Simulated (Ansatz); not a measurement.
# NaI: the cost of one run

Computed with Ansatz 0.2.0 (DFT PBE, scalar-relativistic, plane waves, PAW, unless a step names another level, unless a step's input says otherwise).

1 further run of the same task is left out (set aside as unsound or not needed).

### 1 The system as given

Symmetry: Fm-3m, No. 225, cubic system. The conventional cell has a = 6.529 Å, b = 6.529 Å, c = 6.529 Å, α = 90.00°, β = 90.00°, γ = 90.00°. Na (site symmetry m-3m) has 6 I at 3.26 Å as nearest neighbours. I (site symmetry m-3m) has 6 Na at 3.26 Å as nearest neighbours.

Coordinates:

```cif
data_structure
_symmetry_space_group_name_H-M 'P 1'
_symmetry_Int_Tables_number 1
_cell_length_a 4.6169
_cell_length_b 4.6169
_cell_length_c 4.6169
_cell_angle_alpha 60.000
_cell_angle_beta 60.000
_cell_angle_gamma 60.000
_cell_volume 69.59
loop_
_atom_site_label
_atom_site_type_symbol
_atom_site_fract_x
_atom_site_fract_y
_atom_site_fract_z
_atom_site_occupancy
Na1 Na 0.50000 0.50000 0.50000 1
I1 I 0.00000 0.00000 0.00000 1
```

It is the end of an earlier relaxation with the same method, from a generated guess; it is a trial structure. At a tolerance of 0.02 Å it has space group Fm-3m (No. 225); it has 34.79 Å³/atom, an uncorrected energy of -1.28 eV/atom over the elements and, on its mesh, gap 3.58 eV.

### 2 Band edges anywhere in the zone

input.yaml

```yaml
crystal:
  lattice:
    - [0.0, 3.2646422433, 3.2646422433]
    - [3.2646422433, 0.0, 3.2646422433]
    - [3.2646422433, 3.2646422433, 0.0]
  atoms:
    - { symbol: Na, position: [0.5, 0.5, 0.5] }
    - { symbol: I, position: [0.0, 0.0, 0.0] }
basis:
  ecutwfc: 420
kpoints:
  mp_grid: { grid: [6, 6, 6] }
  band_path: { path: [VBM, CBM], npoints: 2 }
hamiltonian:
  xc: pbe
scf:
  occupations: { method: gaussian, width: 0.02 }
output:
  forces: false
  stress: false
  eigenvalues: true
checkpoint:
  read: start.run
  write: ck
  compress: false
  write_wavefunctions: false
  write_every: 100000
```

The run is started by

```sh
> ansatz run input.yaml --threads 1 --pin off --max-ram 2048MiB --backend cpu --events-out ev --progress --plain --runs-dir out
```

**Question.** How long does this run take on 1 thread of Arm Neoverse V2, shared host, and how much memory does it need?

About 4 s, with a peak of 0.29 GiB.
